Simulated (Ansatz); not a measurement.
**Formation energy of MgTe (wurtzite structure)**

Level of theory: DFT, PBE, scalar-relativistic, no spin polarisation; plane waves to 420 eV with PAW datasets (Ansatz 0.2.0), 8×8×6 k-mesh, Gaussian smearing of 0.05 eV; PAW files: Ansatz's generated set soft_2.

The start was a prototype's sites filled with these elements; the Crystallography Open Database holds the compound in this structure.

The structure is hexagonal, space group P6_3mc (No. 186). The conventional cell has a = 4.608 Å, b = 4.608 Å, c = 7.501 Å, α = 90.00°, β = 90.00°, γ = 120.00°. Around Mg (site symmetry 3m) lie 4 Te at 2.82 Å. Te (site symmetry 3m) has 4 Mg at 2.82 Å as nearest neighbours. (Shells end 15 % past the nearest neighbour.)

The elements were computed in their standard states with the same datasets, cutoff and functional. Absolute energies hang on the potentials; compare differences alone.

Energy of the relaxed cell (4 atoms, smearing extrapolated to zero): -17811.051 eV. Elements, in eV/atom: Mg -1923.800, Te -6979.958.

Question: What is the formation energy?

Answer: [-17811.051 − (2 × -1923.800 + 2 × -6979.958)] / 4 = -0.88 eV/atom, or -85 kJ per mole of atoms.

The value is for 0 K, without zero-point energy. A negative value shows stability against the elements alone, not against other compounds or structures.

Bader charges against formal ones: Mg +1.54 (+2), Te −1.54 (−2). The cations give up 77 % of the formal charge; Bader charges stay under formal ones because the anions' density reaches into the cations' basins.

Formal charges Mg²⁺, Te²⁻ balance and leave closed shells on every ion, so a band insulator is expected, and the gap is 2.37 eV.

Kohn–Sham gaps of semilocal functionals lie under measured ones, often by a third or more. Spin–orbit coupling, which matters for such heavy elements, is left out. The relaxed cell is 6 % larger in volume than the cell of this structure in the Crystallography Open Database (32.42 Å³/atom, 1963).
